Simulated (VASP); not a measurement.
These are PBEsol GGA, VASP's PBE PAW potentials (set 64) (plane waves; VASP) values and carry that method's errors.

Input for VASP

### POSCAR
```
InN
1
    1.7690571048    -3.0640968576    -0.0000000000
    1.7690571048     3.0640968576     0.0000000000
    0.0000000000     0.0000000000     5.7118804567
In N
2 2
Direct
  0.6666670000   0.3333330000   0.4998915258
  0.3333330000   0.6666670000   0.9998915258
  0.6666670000   0.3333330000   0.8791084742
  0.3333330000   0.6666670000   0.3791084742
```

### INCAR
```
LREAL=.FALSE.   ! projection in real space or not
ISMEAR=0   ! Gaussian
LASPH=.TRUE.   ! aspherical one-centre terms
GGA=PS   ! PBEsol
LORBIT=11
LWAVE=.FALSE.
ICHARG=11   ! fixed density
PREC=Accurate
LMAXMIX=4   ! l cut-off of mixed one-centre charges
SYSTEM=InN
LCHARG=.FALSE.
SIGMA=0.05
NELM=100   ! most electronic steps
ENCUT=520   ! plane-wave cut-off (eV)
EDIFF=1E-7   ! SCF stop (eV)
ALGO=Normal
```

KPOINTS:
```
k-points along high-symmetry lines
10
Line-mode
Reciprocal
  0.000000   0.000000   0.000000 ! GAMMA
 -0.000000   0.500000   0.000000 ! M

 -0.000000   0.500000   0.000000 ! M
 -0.333333   0.666667   0.000000 ! K

 -0.333333   0.666667   0.000000 ! K
  0.000000   0.000000   0.000000 ! GAMMA

  0.000000   0.000000   0.000000 ! GAMMA
  0.000000   0.000000   0.500000 ! A

  0.000000   0.000000   0.500000 ! A
 -0.000000   0.500000   0.500000 ! L

 -0.000000   0.500000   0.500000 ! L
 -0.333333   0.666667   0.500000 ! H

 -0.333333   0.666667   0.500000 ! H
  0.000000   0.000000   0.500000 ! A

 -0.000000   0.500000   0.500000 ! L
 -0.000000   0.500000   0.000000 ! M

 -0.333333   0.666667   0.500000 ! H
 -0.333333   0.666667   0.000000 ! K
```

POTCAR, in this order: In_d N (PBE.64 set). Program: vasp_std. Read from the step before: CHGCAR.

The resulting files:

OUTCAR:
```
 ion  position               nearest neighbor table
   1  0.667  0.333  0.500-   4 2.16   4 2.16   4 2.16   3 2.17   2 3.51   2 3.51   2 3.51   2 3.51
                             2 3.51   2 3.51
   2  0.333  0.667  1.000-   3 2.16   3 2.16   3 2.16   4 2.17   1 3.51   1 3.51   1 3.51   1 3.51
                             1 3.51   1 3.51
   3  0.667  0.333  0.879-   2 2.16   2 2.16   2 2.16   1 2.17
   4  0.333  0.667  0.379-   1 2.16   1 2.16   1 2.16   2 2.17
  LATTYP: Found a hexagonal cell.
 ALAT       =     3.5381142707
 C/A-ratio  =     1.6143855228
 Subroutine PRICEL returns:
 Original cell was already a primitive cell.
 Subroutine GETGRP returns: Found 12 space group operations
The static configuration has the point symmetry C_3v.
 The point group associated with its full space group is C_6v.
The dynamic configuration has the point symmetry C_3v.
 Subroutine INISYM returns: Found 12 space group operations
   k-points           NKPTS =     90   k-points in BZ     NKDIM =     90   number of bands    NBANDS=     22
   number of dos      NEDOS =    301   number of ions     NIONS =      4
   total plane-waves  NPLWV =  32928
   dimension x,y,z NGX =    28 NGY =   28 NGZ =   42
   dimension x,y,z NGXF=    56 NGYF=   56 NGZF=   84
   ions per type =               2   2
   PREC   = accura    normal or accurate (medium, high low for compatibility)
   ISTART =      0    job   : 0-new  1-cont  2-samecut
   ICHARG =     11    charge: 1-file 2-atom 10-const
   ISPIN  =      1    spin polarized calculation?
   LNONCOLLINEAR =      F non collinear calculations
   LSORBIT =      F    spin-orbit coupling
   INIWAV =      1    electr: 0-lowe 1-rand  2-diag
   ENCUT  =  520.0 eV  38.22 Ry    6.18 a.u.   6.58  6.58 10.62*2*pi/ulx,y,z
   NELM   =    100;   NELMIN=  2; NELMDL= -5     # of ELM steps
   EDIFF  = 0.1E-06   stopping-criterion for ELM
   LREAL  =      F    real-space projection
   NLSPLINE    = F    spline interpolate recip. space projectors
   LMAXMIX     =    4 max onsite mixed and CHGCAR
   VOSKOWN=      0    Vosko Wilk Nusair interpolation
   EDIFFG = 0.1E-05   stopping-criterion for IOM
   NSW    =      0    number of steps for IOM
   NBLOCK =      1;   KBLOCK =      1    inner block; outer block
...
```

File OSZICAR:
```
       N       E                     dE             d eps       ncg     rms          rms(c)
DAV:   1     0.336721777720E+03    0.33672E+03   -0.18495E+04  3960   0.232E+03
DAV:   2     0.195289185605E+02   -0.31719E+03   -0.31059E+03  4080   0.492E+02
DAV:   3    -0.205503501676E+02   -0.40079E+02   -0.39287E+02  5036   0.179E+02
DAV:   4    -0.222787859533E+02   -0.17284E+01   -0.17179E+01  5024   0.379E+01
DAV:   5    -0.223341044372E+02   -0.55318E-01   -0.55298E-01  5358   0.629E+00
DAV:   6    -0.223360544311E+02   -0.19500E-02   -0.19499E-02  5534   0.107E+00
DAV:   7    -0.223361035197E+02   -0.49089E-04   -0.49089E-04  5386   0.161E-01
DAV:   8    -0.223361044114E+02   -0.89168E-06   -0.89181E-06  5568   0.249E-02
DAV:   9    -0.223361044325E+02   -0.21111E-07   -0.20983E-07  3940   0.397E-03
   1 F= -.22336104E+02 E0= -.22334509E+02  d E =-.319017E-02
```

OUTCAR:
```
 val. band max:        6.3872533791   @ k =  -0.0000   0.0000   0.0000

 cond. band min:       6.5845781611   @ k =   0.0000   0.0000   0.0556



 k-point     1 :       0.0000    0.0000    0.0000
  band No.  band energies     occupation
      1      -8.3850      2.00000
      2      -8.2027      2.00000
      3      -6.9199      2.00000
      4      -6.9053      2.00000
      5      -6.9053      2.00000
      6      -6.8331      2.00000
      7      -6.8331      2.00000
      8      -6.6165      2.00000
      9      -6.6165      2.00000
     10      -6.4667      2.00000
     11      -6.4667      2.00000
     12      -4.7799      2.00000
     13       0.5474      2.00000
     14       5.4985      2.00000
     15       5.4986      2.00000
     16       6.0932      2.00000
     17       6.3670      1.73691
     18       6.3872      1.41608
     19       6.3873      1.41577
     20       9.0958      0.00000
     21      13.1949      0.00000
     22      15.3968      0.00000

 k-point     2 :       0.0000    0.0556    0.0000
  band No.  band energies     occupation
      1      -8.3840      2.00000
      2      -8.2025      2.00000
      3      -6.9183      2.00000
      4      -6.8992      2.00000
      5      -6.8719      2.00000
      6      -6.8284      2.00000
      7      -6.8250      2.00000
      8      -6.6196      2.00000
      9      -6.6170      2.00000
     10      -6.4733      2.00000
     11      -6.4657      2.00000
     12      -4.7587      2.00000
     13       0.5829      2.00000
     14       5.2909      2.00000
     15       5.4455      2.00000
     16       5.6460      2.00000
     17       6.3307      1.96822
     18       6.3621      1.79160
     19       6.8407      0.00000
     20       9.2809      0.00000
     21      13.1791      0.00000
     22      15.0758      0.00000

 k-point     3 :       0.0000    0.1111    0.0000
  band No.  band energies     occupation
      1      -8.3819      2.00000
      2      -8.2048      2.00000
...
```

The density is held fixed in this step, so its total energy and stress have no physical meaning. Unless said otherwise, spin-orbit coupling is left out, though it shifts the bands of the heavy elements here.

The compound is InN in the wurtzite structure. It was relaxed first.
